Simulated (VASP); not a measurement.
# C (Fd-3m) in VASP: notebook

One crystal, C, is run at these levels: PBEsol; tasks: relaxation of cell and atoms.

All numbers are computed with VASP 6.6.1; they aren't measurements. Logs are shortened: lines on timing, memory, paths and dates and some standing lists are left out, and cuts for length are marked.

### Step 1. Starting point

The structure is cubic, space group Fd-3m (No. 227). The conventional cell has a = 3.567 Å, b = 3.567 Å, c = 3.567 Å, α = 90.00°, β = 90.00°, γ = 90.00°. C (site symmetry -43m) has 4 C at 1.54 Å as nearest neighbours.

This isn't the form of C at room conditions, which is graphite.

### Step 2. Relaxation of cell and atoms, PBEsol

File INCAR:

```
SYSTEM = C
PREC = Accurate
ENCUT = 600
EDIFF = 1E-6
ISMEAR = 0
SIGMA = 0.03
LREAL = .False.
LASPH = .True.
NELM = 80
ALGO = Normal
ISIF = 3
LWAVE = .False.
LCHARG = .False.
GGA = PS
IBRION = 2
NSW = 90
EDIFFG = -0.01
KPAR = 4
```

File KPOINTS:

```
regular mesh
0
Gamma
  14 14 14
  0 0 0
```

File POSCAR:

```
C
1.0
    0.0000000000      1.7833700000      1.7833700000
    1.7833700000      0.0000000000      1.7833700000
    1.7833700000      1.7833700000      0.0000000000
C
2
Direct
    0.0000000000      0.0000000000      0.0000000000
    0.2500000000      0.2500000000      0.2500000000
```

Potentials or basis: VASP PAW PBE potentials, release 64 (C).

On the command line:

```console
> cat potpaw_PBE.64/C/POTCAR > POTCAR
> mpirun -np 4 vasp_std > vasp.out
```

OUTCAR:

```text
SYSTEM = C
   PREC = Accurate
   ENCUT = 600
   EDIFF = 1E-6
   ISMEAR = 0
   LREAL = .False.
   LASPH = .True.
   NELM = 80
   ISIF = 3
   GGA = PS
   IBRION = 2
   NSW = 90
   EDIFFG = -0.01

 ion  position               nearest neighbor table
   1  0.000  0.000  0.000-   2 1.54   2 1.54   2 1.54   2 1.54
   2  0.250  0.250  0.250-   1 1.54   1 1.54   1 1.54   1 1.54

  LATTYP: Found a face centered cubic cell.
 ALAT       =     3.5667400000

  Lattice vectors:

 A1 = (   0.0000000000,   1.7833700000,   1.7833700000)
 A2 = (   1.7833700000,   0.0000000000,   1.7833700000)
 A3 = (   1.7833700000,   1.7833700000,   0.0000000000)

Analysis of symmetry for initial positions (statically):
=====================================================================
 Subroutine PRICEL returns:
 Original cell was already a primitive cell.

 Routine SETGRP: Setting up the symmetry group for a
 face centered cubic supercell.

 Subroutine GETGRP returns: Found 48 space group operations
 (whereof 24 operations were pure point group operations)
 out of a pool of 48 trial point group operations.

The static configuration has the point symmetry T_d .
 The point group associated with its full space group is O_h .

Analysis of symmetry for dynamics (positions and initial velocities):
=====================================================================
 Subroutine PRICEL returns:
 Original cell was already a primitive cell.

 Routine SETGRP: Setting up the symmetry group for a
 face centered cubic supercell.

 Subroutine GETGRP returns: Found 48 space group operations
 (whereof 24 operations were pure point group operations)
 out of a pool of 48 trial point group operations.

The dynamic configuration has the point symmetry T_d .
 The point group associated with its full space group is O_h .

 Subroutine INISYM returns: Found 48 space group operations
 (whereof 24 operations are pure point group operations),
 and found     1 'primitive' translations

----------------------------------------------------------------------------------------

                                     Primitive cell

  volume of cell :      11.3437

  direct lattice vectors                    reciprocal lattice vectors
     0.000000000  1.783370000  1.783370000    -0.280368067  0.280368067  0.280368067
     1.783370000  0.000000000  1.783370000     0.280368067 -0.280368067  0.280368067
     1.783370000  1.783370000  0.000000000     0.280368067  0.280368067 -0.280368067

  length of vectors
     2.522066041  2.522066041  2.522066041     0.485611737  0.485611737  0.485611737

  position of ions in fractional coordinates (direct lattice)
     0.000000000  0.000000000  0.000000000
     0.250000000  0.250000000  0.250000000

  ion indices of the primitive-cell ions
   primitive index   ion index
                 1           1
                 2           2

----------------------------------------------------------------------------------------

 KPOINTS: regular mesh

Automatic generation of k-mesh.
 Grid dimensions read from file:
 generate k-points for:   14   14   14

 Generating k-lattice:

  Cartesian coordinates                     Fractional coordinates (reciprocal lattice)
    -0.020026291  0.020026291  0.020026291     0.071428571  0.000000000  0.000000000
     0.020026291 -0.020026291  0.020026291     0.000000000  0.071428571  0.000000000
     0.020026291  0.020026291 -0.020026291     0.000000000  0.000000000  0.071428571

  Length of vectors
     0.034686553  0.034686553  0.034686553

  Shift w.r.t. Gamma in fractional coordinates (k-lattice)
     0.000000000  0.000000000  0.000000000

 Subroutine IBZKPT returns following result:
 ===========================================

 Found    104 irreducible k-points:

 Following reciprocal coordinates:
            Coordinates               Weight
  0.000000  0.000000  0.000000      1.000000
  0.071429  0.000000  0.000000      8.000000
  0.142857  0.000000  0.000000      8.000000
  0.214286  0.000000  0.000000      8.000000
  0.285714  0.000000  0.000000      8.000000
  0.357143  0.000000  0.000000      8.000000
[... 16 lines left out ...]
  0.214286  0.142857  0.000000     24.000000
  0.285714  0.142857  0.000000     24.000000
 [... further k-points ...]
   k-points           NKPTS =    104   k-points in BZ     NKDIM =    104   number of bands    NBANDS=      8
   number of dos      NEDOS =    301   number of ions     NIONS =      2
   total plane-waves  NPLWV =   8000
   dimension x,y,z NGX =    20 NGY =   20 NGZ =   20
   dimension x,y,z NGXF=    40 NGYF=   40 NGZF=   40
   ions per type =               2
   NGX,Y,Z   is equivalent  to a cutoff of  13.18, 13.18, 13.18 a.u.
   NGXF,Y,Z  is equivalent  to a cutoff of  26.37, 26.37, 26.37 a.u.
 SYSTEM =  C
   PREC   = accura    normal or accurate (medium, high low for compatibility)
   ISTART =      0    job   : 0-new  1-cont  2-samecut
   ICHARG =      2    charge: 1-file 2-atom 10-const
   ISPIN  =      1    spin polarized calculation?
   LNONCOLLINEAR =      F non collinear calculations
   LSORBIT =      F    spin-orbit coupling
   LASPH  =      T    aspherical Exc in radial PAW
   ENCUT  =  600.0 eV  44.10 Ry    6.64 a.u.   5.04  5.04  5.04*2*pi/ulx,y,z
   NELM   =     80;   NELMIN=  2; NELMDL= -5     # of ELM steps
   EDIFF  = 0.1E-05   stopping-criterion for ELM
   LREAL  =      F    real-space projection
   EDIFFG = -.1E-01   stopping-criterion for IOM
   NSW    =     90    number of steps for IOM
   IBRION =      2    ionic relax: 0-MD 1-quasi-New 2-CG
   NFREE  =      1    steps in history (QN), initial steepest desc. (CG)
   ISIF   =      3    stress and relaxation
   ISYM   =      2    0-nonsym 1-usesym 2-fastsym
   POTIM  = 0.5000    time-step for ionic-motion
   TEBEG  =    0.0;   TEEND  =   0.0 temperature during run
   PSTRESS=    0.0 pullay stress
   NELECT =       8.0000    total number of electrons
   NUPDOWN=      -1.0000    fix difference up-down
   EMIN   =  10.00;   EMAX   =-10.00  energy-range for DOS
   EFERMI =   0.00;   METHOD = LEGACY
   ISMEAR =     0;   SIGMA  =   0.03  broadening in eV -4-tet -1-fermi 0-gaus
   EFERMI_NEDOS =   21; number of points for ismear=-14 and -15
   IALGO  =     38    algorithm
   IMIX   =      4    mixing-type and parameters
     AMIX     =   0.40;   BMIX     =  1.00
     AMIX_MAG =   1.60;   BMIX_MAG =  1.00
  volume/ion in A,a.u.               =       5.67        38.28
  Fermi-wavevector in a.u.,A,eV,Ry     =   1.457203  2.753714 28.891161  2.123440
  Thomas-Fermi vector in A             =   2.574032
   LORBIT       =      0    0 simple, 1 ext, 2 COOP (PROOUT), +10 PAW based schemes
   GGA     = PS    functional components
   LHFCALC =     F    Hartree Fock is set to
   AEXX    =    0.0000 exact exchange contribution
   IVDW    =     0    specifies the selected vdW correction
   LEPSILON=     F    determine dielectric tensor
   LRPA    =     F    only Hartree local field effects (RPA)
 conjugate gradient relaxation of ions
 non-spin polarized calculation
 Gauss-broadening in eV      SIGMA  =   0.03
  energy-cutoff  :      600.00
  volume of cell :       11.34
 maximum number of plane-waves:       388
   NGX =  9   NGY =  9   NGZ =  9

--------------------------------------- Ionic step        1  -------------------------------------------

 number of electron       7.9999999 magnetization

 Free energy of the ion-electron system (eV)
  ---------------------------------------------------
  ext. energy  EPLUGINS =         0.00000000
  ---------------------------------------------------
  free energy    TOTEN  =       -19.25323573 eV

  energy without entropy =      -19.25323573  energy(sigma->0) =      -19.25323573

 E-fermi :   9.8757     XC(G=0): -13.4328

 val. band max:        9.7081039549   @ k =   0.0000   0.0000   0.0000
 cond. band min:      13.7143554445   @ k =   0.3571   0.3571   0.0000
 fundamental gap:      4.0062514896
 Fermi energy:         9.8757204968

 k-point     1 :       0.0000    0.0000    0.0000
  band No.  band energies     occupation
      1     -11.8132      2.00000
      2       9.7081      2.00000
      3       9.7081      2.00000
      4       9.7081      2.00000
      5      15.2475      0.00000
      6      15.2475      0.00000
      7      15.2475      0.00000
      8      23.0763      0.00000

 k-point     2 :       0.0714    0.0000    0.0000
  band No.  band energies     occupation
      1     -11.6716      2.00000
      2       8.7675      2.00000
      3       9.4626      2.00000
      4       9.4626      2.00000
      5      15.5680      0.00000
      6      15.5680      0.00000
      7      15.8077      0.00000
      8      23.1899      0.00000

 k-point     3 :       0.1429    0.0000    0.0000
  band No.  band energies     occupation
      1     -11.2477      2.00000
      2       6.7134      2.00000
      3       8.8928      2.00000
      4       8.8928      2.00000
      5      16.3169      0.00000
      6      16.3169      0.00000
      7      16.7738      0.00000
      8      23.5210      0.00000
[... 280 lines left out ...]
 VOLUME and BASIS-vectors are now :
 -----------------------------------------------------------------------------
  energy-cutoff  :      600.00
  volume of cell :       11.09
      direct lattice vectors                 reciprocal lattice vectors
     0.000000000  1.769953675  1.769953675    -0.282493269  0.282493269  0.282493269
     1.769953675 -0.000000000  1.769953675     0.282493269 -0.282493269  0.282493269
     1.769953675  1.769953675  0.000000000     0.282493269  0.282493269 -0.282493269

 POSITION                                       TOTAL-FORCE (eV/Angst)
 -----------------------------------------------------------------------------------
      3.53991      3.53991      3.53991        -0.000000     -0.000000     -0.000000
      0.88498      0.88498      0.88498         0.000000      0.000000      0.000000
 -----------------------------------------------------------------------------------
    total drift:                                0.000000      0.000000      0.000000

  FREE ENERGIE OF THE ION-ELECTRON SYSTEM (eV)
  ---------------------------------------------------
  free  energy   TOTEN  =       -19.2522571314 eV

  energy  without entropy=      -19.2522571314  energy(sigma->0) =      -19.25225713

--------------------------------------- Ionic step        3  -------------------------------------------

 number of electron       7.9999999 magnetization

 Free energy of the ion-electron system (eV)
  ---------------------------------------------------
  ext. energy  EPLUGINS =         0.00000000
  ---------------------------------------------------
  free energy    TOTEN  =       -19.25479916 eV

  energy without entropy =      -19.25479916  energy(sigma->0) =      -19.25479916

 E-fermi :  10.0479     XC(G=0): -13.4820

 val. band max:        9.8526693231   @ k =   0.0000   0.0000   0.0000
 cond. band min:      13.8814781583   @ k =   0.3571   0.3571   0.0000
 fundamental gap:      4.0288088353
 Fermi energy:        10.0479333582

 k-point     1 :       0.0000    0.0000    0.0000
  band No.  band energies     occupation
      1     -11.8030      2.00000
      2       9.8527      2.00000
      3       9.8527      2.00000
      4       9.8527      2.00000
      5      15.4195      0.00000
      6      15.4195      0.00000
      7      15.4195      0.00000
      8      23.4486      0.00000

 k-point     2 :       0.0714    0.0000    0.0000
  band No.  band energies     occupation
      1     -11.6605      2.00000
      2       8.9044      2.00000
      3       9.6044      2.00000
      4       9.6044      2.00000
      5      15.7436      0.00000
      6      15.7436      0.00000
      7      15.9889      0.00000
      8      23.5565      0.00000

 k-point     3 :       0.1429    0.0000    0.0000
  band No.  band energies     occupation
      1     -11.2337      2.00000
      2       6.8353      2.00000
      3       9.0287      2.00000
      4       9.0287      2.00000
      5      16.5001      0.00000
      6      16.5001      0.00000
      7      16.9751      0.00000
      8      23.8703      0.00000
[... 244 lines left out ...]
 VOLUME and BASIS-vectors are now :
 -----------------------------------------------------------------------------
  energy-cutoff  :      600.00
  volume of cell :       11.23
      direct lattice vectors                 reciprocal lattice vectors
     0.000000000  1.777454278  1.777454278    -0.281301188  0.281301188  0.281301188
     1.777454278 -0.000000000  1.777454278     0.281301188 -0.281301188  0.281301188
     1.777454278  1.777454278  0.000000000     0.281301188  0.281301188 -0.281301188

 POSITION                                       TOTAL-FORCE (eV/Angst)
 -----------------------------------------------------------------------------------
      0.00000      0.00000      0.00000        -0.000000     -0.000000     -0.000000
      0.88873      0.88873      0.88873         0.000000      0.000000      0.000000
 -----------------------------------------------------------------------------------
    total drift:                                0.000000      0.000000      0.000000

  FREE ENERGIE OF THE ION-ELECTRON SYSTEM (eV)
  ---------------------------------------------------
  free  energy   TOTEN  =       -19.2547991610 eV

  energy  without entropy=      -19.2547991610  energy(sigma->0) =      -19.25479916

 reached required accuracy - stopping structural energy minimisation
```

Run time: 6.9 s. Hardware: 4 MPI ranks of Intel Xeon Platinum 8488C (Sapphire Rapids), shared host; peak memory 0.12 GiB.

What came out:

```yaml
Free_energy: -19.2548 eV
Relaxed_volume: 5.62 Å³/atom
Relaxed_cell: a = 2.514 Å, b = 2.514 Å, c = 2.514 Å, α = 60.00°, β = 60.00°, γ = 60.00°
Space_group_after_relaxing_to_0.05_Å: Fd-3m (No. 227)
Energy_gained_by_relaxing: 0.8 meV/atom
Ionic_steps: 3
Pressure_after_relaxing: 0.0 GPa
Band_gap_on_the_k_mesh: 4.03 eV, indirect (least direct gap 5.57 eV)
```

The path:
```tsv
step	energy change (eV)	largest force (eV/Å)	pressure (GPa)	volume (Å³)
1	0.0000	0.0000	-4.41	11.34
2	0.0010	0.0000	5.83	11.09
3	-0.0016	0.0000	-0.01	11.23
```

Final structure:
```
C
1.0
     0.00000    1.77745    1.77745
     1.77745    0.00000    1.77745
     1.77745    1.77745    0.00000
C
2
Cartesian
  0.0000 0.0000 0.0000
  0.8887 0.8887 0.8887
```

Caveat: the PAW data sets were made with another functional, which shifts forces and pressure a little. PBEsol gaps usually lie below the measured ones, often by a third to a half.

[end of part 1 of 3]
